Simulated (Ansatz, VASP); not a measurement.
# Al36N35 (V_N) in two plane-wave programs

One calculation is typed for both programs; each brings its own data sets. How far apart do they land? Of the first pair: The structure shown is the start of the Ansatz relaxation below; VASP solves that cell, so the two are compared at the walk's first step.

Program: Ansatz 0.2.0. Level of theory: plane waves, with VASP 6.6.1 beside it; single point at r2SCAN. Results are calculated unless marked as measured.

## Step 1: The starting structure

The cell holds 71 atoms: 36 Al and 35 N. Cell: a = 9.320 Å, b = 9.320 Å, c = 9.956 Å, α = 90.0°, β = 90.0°, γ = 120.0°. It derives from AlN (AlN (P6_3mc)). Nearest the centre at fractional (0.556, 0.444, 0.440): Al30 at 1.85 Å, Al18 at 1.86 Å, Al17 at 1.86 Å, Al14 at 1.86 Å, N67 at 3.02 Å, N52 at 3.03 Å, N53 at 3.05 Å, N37 at 3.06 Å.

As a file:

```
Al N
1.0
     9.31957    0.00000    0.00000
    -4.65978    8.07098    0.00000
     0.00000    0.00000    9.95648
Al N
36 35
Direct
  0.22789 0.11555 0.24824
  0.10664 0.22368 0.49931
  0.21682 0.11098 0.75011
  0.11120 0.22248 0.00462
  0.22287 0.44847 0.25319
  0.10630 0.55648 0.49908
  0.22447 0.45021 0.75133
  0.10514 0.55194 0.99840
  0.22730 0.78337 0.24925
  0.10825 0.89222 0.49951
  0.21648 0.77623 0.75103
  0.10904 0.88406 0.00273
  0.56122 0.11551 0.24820
  0.44675 0.22736 0.50240
  0.56049 0.11221 0.74684
  0.44635 0.22017 0.99574
  0.55629 0.44203 0.25385
  0.44960 0.55582 0.50136
  0.55222 0.44170 0.75371
  0.44237 0.55946 0.00061
  0.54943 0.77504 0.24892
  0.43852 0.88450 0.50020
  0.55997 0.78271 0.75203
  0.44950 0.88979 0.00207
  0.88783 0.10959 0.24474
  0.77173 0.21947 0.50065
  0.88620 0.10656 0.75299
  0.77267 0.21673 0.99888
  0.88479 0.44341 0.24596
  0.77198 0.55237 0.50136
  0.88789 0.43961 0.74675
  0.78118 0.56121 0.99763
  0.88732 0.77496 0.24513
  0.77527 0.89008 0.50358
  0.88697 0.77574 0.75427
  0.77704 0.88334 0.00076
  0.22700 0.11571 0.43797
  0.11620 0.22265 0.19246
  0.21617 0.10911 0.94091
  0.11152 0.21848 0.68701
  0.22125 0.44405 0.43544
  0.10863 0.54964 0.18899
  0.22293 0.45009 0.94102
  0.10986 0.55390 0.69522
  0.22194 0.78230 0.44287
  0.11445 0.88833 0.18671
  0.22274 0.77672 0.94525
  0.11265 0.88860 0.68563
  0.55098 0.11020 0.44353
  0.44124 0.21605 0.18996
  0.55698 0.10994 0.93584
  0.44742 0.22324 0.68601
  0.44171 0.55589 0.19462
  0.56012 0.44617 0.93704
  0.43835 0.55218 0.69125
  0.55372 0.78041 0.44386
  0.44801 0.89460 0.18857
  0.55957 0.78307 0.93813
  0.44051 0.88536 0.69399
  0.89143 0.11461 0.44447
  0.77329 0.21753 0.19300
  0.89024 0.11555 0.94380
  0.77997 0.22008 0.68681
  0.89267 0.45043 0.43933
  0.77338 0.55319 0.18686
  0.88611 0.44607 0.93691
  0.77358 0.55266 0.68678
  0.89301 0.77796 0.44371
  0.77678 0.89282 0.19311
  0.88992 0.78342 0.94161
  0.77198 0.88764 0.68953
```

## Step 2: Ansatz: relaxation, r2SCAN

Ansatz runs on its PAW soft_1 files.

The two programs are compared at the cell with which this relaxation starts, whose forces are those of its first step.

File input.yaml:

```yaml
crystal:
  lattice:
    - [9.31956554, 9.0e-08, 0.0]
    - [-4.65978284, 8.07098046, 0.0]
    - [0.0, 0.0, 9.95647772]
  atoms:
    - { symbol: Al, position: [0.22222222, 0.11111111, 0.24960167] }
    - { symbol: Al, position: [0.11111111, 0.22222222, 0.49960167] }
    - { symbol: "N", position: [0.22222222, 0.11111111, 0.44039833] }
    - { symbol: "N", position: [0.11111111, 0.22222222, 0.19039833] }
    - { symbol: Al, position: [0.22222222, 0.11111111, 0.74960167] }
    - { symbol: Al, position: [0.11111111, 0.22222222, 0.99960167] }
    - { symbol: "N", position: [0.22222222, 0.11111111, 0.94039833] }
    - { symbol: "N", position: [0.11111111, 0.22222222, 0.69039833] }
    - { symbol: Al, position: [0.22222222, 0.44444444, 0.24960167] }
    - { symbol: Al, position: [0.11111111, 0.55555556, 0.49960167] }
    - { symbol: "N", position: [0.22222222, 0.44444444, 0.44039833] }
    - { symbol: "N", position: [0.11111111, 0.55555556, 0.19039833] }
    - { symbol: Al, position: [0.22222222, 0.44444444, 0.74960167] }
    - { symbol: Al, position: [0.11111111, 0.55555556, 0.99960167] }
    - { symbol: "N", position: [0.22222222, 0.44444444, 0.94039833] }
    - { symbol: "N", position: [0.11111111, 0.55555556, 0.69039833] }
    - { symbol: Al, position: [0.22222222, 0.77777778, 0.24960167] }
    - { symbol: Al, position: [0.11111111, 0.88888889, 0.49960167] }
    - { symbol: "N", position: [0.22222222, 0.77777778, 0.44039833] }
    - { symbol: "N", position: [0.11111111, 0.88888889, 0.19039833] }
    - { symbol: Al, position: [0.22222222, 0.77777778, 0.74960167] }
    - { symbol: Al, position: [0.11111111, 0.88888889, 0.99960167] }
    - { symbol: "N", position: [0.22222222, 0.77777778, 0.94039833] }
    - { symbol: "N", position: [0.11111111, 0.88888889, 0.69039833] }
    - { symbol: Al, position: [0.55555556, 0.11111111, 0.24960167] }
    - { symbol: Al, position: [0.44444444, 0.22222222, 0.49960167] }
    - { symbol: "N", position: [0.55555556, 0.11111111, 0.44039833] }
    - { symbol: "N", position: [0.44444444, 0.22222222, 0.19039833] }
    - { symbol: Al, position: [0.55555556, 0.11111111, 0.74960167] }
    - { symbol: Al, position: [0.44444444, 0.22222222, 0.99960167] }
    - { symbol: "N", position: [0.55555556, 0.11111111, 0.94039833] }
    - { symbol: "N", position: [0.44444444, 0.22222222, 0.69039833] }
    - { symbol: Al, position: [0.55555556, 0.44444444, 0.24960167] }
    - { symbol: Al, position: [0.44444444, 0.55555556, 0.49960167] }
    - { symbol: "N", position: [0.44444444, 0.55555556, 0.19039833] }
    - { symbol: Al, position: [0.55555556, 0.44444444, 0.74960167] }
    - { symbol: Al, position: [0.44444444, 0.55555556, 0.99960167] }
    - { symbol: "N", position: [0.55555556, 0.44444444, 0.94039833] }
    - { symbol: "N", position: [0.44444444, 0.55555556, 0.69039833] }
    - { symbol: Al, position: [0.55555556, 0.77777778, 0.24960167] }
    - { symbol: Al, position: [0.44444444, 0.88888889, 0.49960167] }
    - { symbol: "N", position: [0.55555556, 0.77777778, 0.44039833] }
    - { symbol: "N", position: [0.44444444, 0.88888889, 0.19039833] }
    - { symbol: Al, position: [0.55555556, 0.77777778, 0.74960167] }
    - { symbol: Al, position: [0.44444444, 0.88888889, 0.99960167] }
    - { symbol: "N", position: [0.55555556, 0.77777778, 0.94039833] }
    - { symbol: "N", position: [0.44444444, 0.88888889, 0.69039833] }
    - { symbol: Al, position: [0.88888889, 0.11111111, 0.24960167] }
    - { symbol: Al, position: [0.77777778, 0.22222222, 0.49960167] }
    - { symbol: "N", position: [0.88888889, 0.11111111, 0.44039833] }
    - { symbol: "N", position: [0.77777778, 0.22222222, 0.19039833] }
    - { symbol: Al, position: [0.88888889, 0.11111111, 0.74960167] }
    - { symbol: Al, position: [0.77777778, 0.22222222, 0.99960167] }
    - { symbol: "N", position: [0.88888889, 0.11111111, 0.94039833] }
    - { symbol: "N", position: [0.77777778, 0.22222222, 0.69039833] }
    - { symbol: Al, position: [0.88888889, 0.44444444, 0.24960167] }
    - { symbol: Al, position: [0.77777778, 0.55555556, 0.49960167] }
    - { symbol: "N", position: [0.88888889, 0.44444444, 0.44039833] }
    - { symbol: "N", position: [0.77777778, 0.55555556, 0.19039833] }
    - { symbol: Al, position: [0.88888889, 0.44444444, 0.74960167] }
    - { symbol: Al, position: [0.77777778, 0.55555556, 0.99960167] }
    - { symbol: "N", position: [0.88888889, 0.44444444, 0.94039833] }
    - { symbol: "N", position: [0.77777778, 0.55555556, 0.69039833] }
    - { symbol: Al, position: [0.88888889, 0.77777778, 0.24960167] }
    - { symbol: Al, position: [0.77777778, 0.88888889, 0.49960167] }
    - { symbol: "N", position: [0.88888889, 0.77777778, 0.44039833] }
    - { symbol: "N", position: [0.77777778, 0.88888889, 0.19039833] }
    - { symbol: Al, position: [0.88888889, 0.77777778, 0.74960167] }
    - { symbol: Al, position: [0.77777778, 0.88888889, 0.99960167] }
    - { symbol: "N", position: [0.88888889, 0.77777778, 0.94039833] }
    - { symbol: "N", position: [0.77777778, 0.88888889, 0.69039833] }
  host:
    repeats: [3, 3, 2]
    atoms:
      - { symbol: Al, position: [0.66666667, 0.33333333, 0.49920333] }
      - { symbol: Al, position: [0.33333333, 0.66666667, 0.99920333] }
      - { symbol: "N", position: [0.66666667, 0.33333333, 0.88079667] }
      - { symbol: "N", position: [0.33333333, 0.66666667, 0.38079667] }
basis:
  ecutwfc: 500
  xc_grid: 2
hamiltonian:
  xc: r2scan
  pseudopotentials: { kind: paw, azcp: { folder: soft_1 } }
kpoints:
  mp_grid: { grid: [1, 1, 1], shift: [0.25, 0.25, 0.25] }
magnetization:
  spin_polarized: true
  initial_magnetization: 1
  spin_locking: { lock_magnetization: hard }
scf:
  occupations: { method: fixed }
  max_iter: 60
output:
  forces: true
  charged_corrections:
    epsilon: [4.49, 4.49, 4.72]
    static_epsilon: [8.15, 8.15, 9.65]
    defect_position: [0.555556, 0.444444, 0.440398]
relax:
  f_tol: 0.02
  max_steps: 80
  random_displacement: { amplitude: 0.05, seed: 6717 }
checkpoint:
  write: "../q0_M1.relax.run"
  compress: false
  write_wavefunctions: true
  write_every: 100000
```

The run is started by

```sh
> ansatz run input.yaml --threads 4 --pin off --max-ram 7536MiB --backend cpu --events-out ev --progress --plain --runs-dir out
```

Numbers of over 12 decimals in the logs are rounded to 6 here.

The log of the run:

```text
Warning: This run holds its total moment fixed (magnetization.spin_locking.lock_magnetization: hard) and mixes its density by anderson or broyden (scf.mixing.algorithm, typed or taken by auto). Slabs with a fixed moment have converged under broyden above another state at the same moment, at the default mixing steps and at smaller ones, and under scf.lower_state_search: standard, light or off a state that such a mixer [...]
Engine: ansatz 0.2.0, x86_64-unknown-linux-gnu
Pseudopotentials: kind: paw
Pseudopotential: Al, paw, valence charge 3, recommended cutoff 500 eV (meta_gga), soft_1/Al.paw.azcp
Pseudopotential: N, paw, valence charge 5, recommended cutoff 500 eV (meta_gga), soft_1/N.paw.azcp
Functional definition: r2SCAN
  parameter k0 = 0.174
  parameter k1 = 0.065
  parameter a1 = 4.9479
  exchange = r2scan_x(k0 = k0, k1 = k1, a1 = a1)
  correlation = r2scan_c
Crystal: 71 atoms, lattice volume = 748.907 Å³
Basis set: ecut = 500 eV, 18913 PW (Γ), exchange–correlation on 144×144×150 points (8 copies of the dense FFT grid, shifted against one another)
Bands: 213, of which v1, the nominal top of the filled ones, is band 142 counted from 1 (141 counted from 0)
Symmetry: 1 space group operations
k-points: 1
Non-local potential: Al, projectors of the file, l = 0: 2, l = 1: 2, l = 2: 1
Non-local potential: N, projectors of the file, l = 0: 2, l = 1: 2, l = 2: 1
PAW form: soft (Blöchl's): semilocal exchange-correlation on the pseudo side does not see the compensation charge
PAW frozen core: Al, regenerated for the run's functional (the file was generated under x = pbe(κ = 0.804, μ = 0.219515), c = pbe(β = 0.066725))
PAW frozen core: N, regenerated for the run's functional (the file was generated under x = pbe(κ = 0.804, μ = 0.219515), c = pbe(β = 0.066725))
PAW one-centre angular grid: Al, 302 points (default); XC on 160 Gauss nodes
PAW one-centre angular grid: N, 302 points (default); XC on 160 Gauss nodes
Initial density: superposition of atomic densities (chi_scale 0.1, normalization cell, long waves kept (reshape's long-wave potential 0.19 eV rms))
Starting moments: Σ|m| = 1 μB on 71 of 71 sites
Initial wavefunctions: pseudopotential atomic-orbital guess
Functional: x = r2scan, c = r2scan; τ floored in thin density (d = 2e-4 eV/Å³)
SCF iter   1: F=—  HF=-33068.285398 eV  |F-HF|=—  |Δ(HF+E_count)|=         —  Δρ=6.66e-2 (↑6.60e-2 ↓6.66e-2)  dr2=1.63e2  dr2_τ=4.74e0  dr2_m=4.91e-2  M=1.000 μB ∫|m|=1.005 μB  β_m=1.20  ethr=3.10e-3  ⟨swp⟩=5.0  Hψ=1460  notcnv=0  defer=138
preconditioner: auto → Resta (q_TF=auto, 2.320 Å⁻¹)  ε∞=3.3  [insulator: Δε(μ)=0.117 eV  Ē_g=15.097 eV  n_scr=144 (ndim 8)  ℏωp=22.8 eV  f_vac=0.000  ε∞_Penn≈3.3]
spin=Collinear: Resta preconditioning applied to the charge; magnetization (m = ρ↑ − ρ↓) channel mixes plain (no charge-response kernel on spin).
SCF iter   2: F=—  HF=-33036.253698 eV  |F-HF|=—  |Δ(HF+E_count)|=    3.20e1  Δρ=3.41e-2 (↑3.41e-2 ↓3.40e-2)  dr2=4.31e1  dr2_τ=3.72e-1  dr2_m=3.26e-3  M=1.000 μB ∫|m|=1.141 μB  β_m=1.20  ethr=3.10e-3  ⟨swp⟩=3.0  Hψ=741  notcnv=0  defer=139  κ⁻¹=1.0e0(r=1)
SCF iter   3: F=—  HF=-33032.231900 eV  |F-HF|=—  |Δ(HF+E_count)|=    4.02e0  Δρ=1.74e-2 (↑1.74e-2 ↓1.74e-2)  dr2=5.71e0  dr2_τ=5.80e-2  dr2_m=4.79e-4  M=1.000 μB ∫|m|=1.246 μB  β_m=1.20  ethr=3.10e-3  ⟨swp⟩=2.5  Hψ=662  notcnv=0  defer=136  κ⁻¹=5.9e-2(r=2)
SCF iter   4: F=—  HF=-33032.836524 eV  |F-HF|=—  |Δ(HF+E_count)|=   6.05e-1  Δρ=1.15e-2 (↑1.15e-2 ↓1.15e-2)  dr2=2.03e0  dr2_τ=2.87e-2  dr2_m=1.36e-4  M=1.000 μB ∫|m|=1.233 μB  β_m=1.20  ethr=2.02e-3  ⟨swp⟩=2.0  Hψ=446  notcnv=0  defer=139  κ⁻¹=6.2e-3(r=3)
SCF iter   5: F=—  HF=-33033.021691 eV  |F-HF|=—  |Δ(HF+E_count)|=   1.85e-1  Δρ=1.28e-3 (↑1.28e-3 ↓1.23e-3)  dr2=2.88e-2  dr2_τ=7.63e-4  dr2_m=1.47e-4  M=1.000 μB ∫|m|=1.188 μB  β_m=1.20  ethr=7.19e-4  ⟨swp⟩=2.0  Hψ=304  notcnv=0  defer=139  κ⁻¹=4.5e-5(r=4)
SCF iter   6: F=—  HF=-33033.025362 eV  |F-HF|=—  |Δ(HF+E_count)|=   3.67e-3  Δρ=7.47e-4 (↑7.47e-4 ↓7.37e-4)  dr2=1.11e-2  dr2_τ=1.55e-4  dr2_m=8.71e-5  M=1.000 μB ∫|m|=1.185 μB  β_m=1.20  ethr=1.02e-5  ⟨swp⟩=3.0  Hψ=587  notcnv=0  defer=139  κ⁻¹=2.6e-5(r=5)
SCF iter   7: F=—  HF=-33033.026252 eV  |F-HF|=—  |Δ(HF+E_count)|=   8.90e-4  Δρ=2.89e-4 (↑2.89e-4 ↓2.68e-4)  dr2=2.47e-3  dr2_τ=1.32e-5  dr2_m=1.46e-5  M=1.000 μB ∫|m|=1.181 μB  β_m=1.20  ethr=3.94e-6  ⟨swp⟩=3.0  Hψ=518  notcnv=0  defer=139  κ⁻¹=7.8e-6(r=6)
[...]
k-point 0 ↓: bands = [... 138 lower, 6.4556, 6.5471, 7.2986, 11.4391, 11.4870, 11.5964, 12.8048, 12.8286, ... 67 higher]
--- Relaxed structure (7 steps of the walk, 6 accepted, 0 SCFs on fresh bases) ---
  F+E_penalty+E_count = -33035.09150810 eV   max|allowed force component| = 1.294e-2 eV/Å
  atoms:
    - { symbol: Al, position: [0.219541, 0.108519, 0.249046] }
    - { symbol: Al, position: [0.111640, 0.223310, 0.499710] }
    - { symbol: N, position: [0.218512, 0.108808, 0.439353] }
    - { symbol: N, position: [0.110520, 0.221470, 0.190382] }
    - { symbol: Al, position: [0.222675, 0.112729, 0.747225] }
    - { symbol: Al, position: [0.110530, 0.221934, 0.999555] }
    - { symbol: N, position: [0.220797, 0.110728, 0.937866] }
    - { symbol: N, position: [0.110886, 0.222971, 0.690210] }
    - { symbol: Al, position: [0.222172, 0.443457, 0.251711] }
    - { symbol: Al, position: [0.110936, 0.556086, 0.500503] }
    - { symbol: N, position: [0.227477, 0.446983, 0.442384] }
    - { symbol: N, position: [0.109462, 0.553634, 0.192555] }
    - { symbol: Al, position: [0.221787, 0.444917, 0.750259] }
    - { symbol: Al, position: [0.110257, 0.554916, 1.001469] }
    - { symbol: N, position: [0.221484, 0.444552, 0.941392] }
    - { symbol: N, position: [0.111124, 0.555683, 0.690910] }
    - { symbol: Al, position: [0.221105, 0.776858, 0.249986] }
    - { symbol: Al, position: [0.111337, 0.889056, 0.500155] }
    - { symbol: N, position: [0.221634, 0.777895, 0.440572] }
    - { symbol: N, position: [0.109104, 0.886379, 0.189757] }
    - { symbol: Al, position: [0.221908, 0.777914, 0.750184] }
    - { symbol: Al, position: [0.110599, 0.888613, 0.999485] }
    - { symbol: N, position: [0.221095, 0.777027, 0.940710] }
    - { symbol: N, position: [0.111642, 0.889497, 0.690770] }
    - { symbol: Al, position: [0.554171, 0.108633, 0.248553] }
    - { symbol: Al, position: [0.442448, 0.223543, 0.490653] }
    - { symbol: N, position: [0.554868, 0.111231, 0.439289] }
    - { symbol: N, position: [0.439907, 0.214011, 0.185125] }
    - { symbol: Al, position: [0.555491, 0.112808, 0.746987] }
    - { symbol: Al, position: [0.442732, 0.220137, 0.996455] }
    - { symbol: N, position: [0.554820, 0.110743, 0.937712] }
    - { symbol: N, position: [0.445919, 0.226217, 0.684252] }
    - { symbol: Al, position: [0.547066, 0.432672, 0.251040] }
    - { symbol: Al, position: [0.456489, 0.560945, 0.501960] }
    - { symbol: N, position: [0.444616, 0.553173, 0.192567] }
    - { symbol: Al, position: [0.556853, 0.447021, 0.748541] }
    - { symbol: Al, position: [0.444025, 0.554516, 1.000260] }
    - { symbol: N, position: [0.554109, 0.443379, 0.939832] }
    - { symbol: N, position: [0.443928, 0.556641, 0.692622] }
    - { symbol: Al, position: [0.555294, 0.777138, 0.249742] }
    - { symbol: Al, position: [0.443335, 0.889086, 0.499811] }
    - { symbol: N, position: [0.556133, 0.781709, 0.439403] }
    - { symbol: N, position: [0.443263, 0.886549, 0.189611] }
    - { symbol: Al, position: [0.555736, 0.779150, 0.750801] }
    - { symbol: Al, position: [0.443570, 0.888583, 0.999165] }
    - { symbol: N, position: [0.554830, 0.777411, 0.941396] }
    - { symbol: N, position: [0.444330, 0.889544, 0.690245] }
[...]
- { symbol: N, position: [0.888844, 0.113998, 0.440877] }
[...]
- { symbol: Al, position: [0.886128, 0.443650, 0.251804] }
    - { symbol: Al, position: [0.774259, 0.564575, 0.504391] }
    - { symbol: N, position: [0.884263, 0.447626, 0.442527] }
    - { symbol: N, position: [0.772118, 0.552276, 0.194081] }
    - { symbol: Al, position: [0.889560, 0.445190, 0.751244] }
    - { symbol: Al, position: [0.775431, 0.554378, 1.001137] }
    - { symbol: N, position: [0.888024, 0.444626, 0.942275] }
    - { symbol: N, position: [0.780715, 0.557690, 0.694584] }
    - { symbol: Al, position: [0.887143, 0.777085, 0.250499] }
    - { symbol: Al, position: [0.777950, 0.889930, 0.500105] }
    - { symbol: N, position: [0.892359, 0.783406, 0.440069] }
    - { symbol: N, position: [0.777372, 0.888871, 0.190783] }
    - { symbol: Al, position: [0.889780, 0.779787, 0.751896] }
    - { symbol: Al, position: [0.777304, 0.889259, 1.000534] }
    - { symbol: N, position: [0.887589, 0.777425, 0.942324] }
    - { symbol: N, position: [0.777997, 0.889611, 0.691118] }
```

(Part 1 of 3 ends here.)

[Lines on the potential files, build, host, timing and source positions are cut from VASP's logs without a mark.]

[Logs are printed without paths, hosts, clocks, repeated set-up lines and the standing remarks that a program may print on its own settings, such as how far it seeks lower states.]

[Hosts, paths, dates, database ids (printed as entryN), source tags and the programs' standing remarks are cut or masked in the printed files.]
